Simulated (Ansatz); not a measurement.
**TiAl₃ (Pm-3m), one atom moved along a line**

All numbers below come from DFT PBEsol, scalar-relativistic, plane waves, PAW (Ansatz 0.2.0). The runs took a 420 eV cutoff, a Γ-centred 12×12×12 mesh and Gaussian smearing (0.15 eV). No spin polarisation. Energies are free energies at this smearing, counted from the undisturbed cell; pressure is positive in compression.

The undisturbed cell (relaxed at this level; this form isn't the usual structure):

```
CELL_PARAMETERS angstrom
3.94834 0.00000 0.00000
0.00000 3.94834 0.00000
0.00000 0.00000 3.94834
ATOMIC_POSITIONS crystal
Ti 0.00000 0.00000 0.00000
Al 0.50000 0.50000 0.00000
Al 0.50000 0.00000 0.50000
Al 0.00000 0.50000 0.50000
```

Atom 1 (Ti) is moved by x along the Cartesian unit vector (0.577, 0.577, 0.577); the cell and all other atoms stay fixed. The cell is metallic on the mesh throughout.

| x (Å) | ΔE (meV/cell) | force along x on the moved atoms (eV/Å) | pressure (GPa) |
| --- | --- | --- | --- |
| -0.2000 | 188.4 | 1.92 | 1.4 |
| -0.1000 | 46.4 | 0.93 | 0.4 |
| 0.0000 | 0.0 | 0.00 | 0.0 |
| 0.0250 | 2.9 | -0.23 | 0.1 |
| 0.0500 | 11.6 | -0.46 | 0.1 |
| 0.0750 | 26.1 | -0.70 | 0.2 |
| 0.1250 | 72.8 | -1.17 | 0.6 |
| 0.1500 | 105.1 | -1.42 | 0.8 |
| 0.1750 | 143.6 | -1.67 | 1.1 |

By symmetry 0.2000 repeats -0.2000, -0.1500 repeats 0.1500, 0.1000 repeats -0.1000, -0.0500 repeats 0.0500 in energy, with the opposite slope along the path.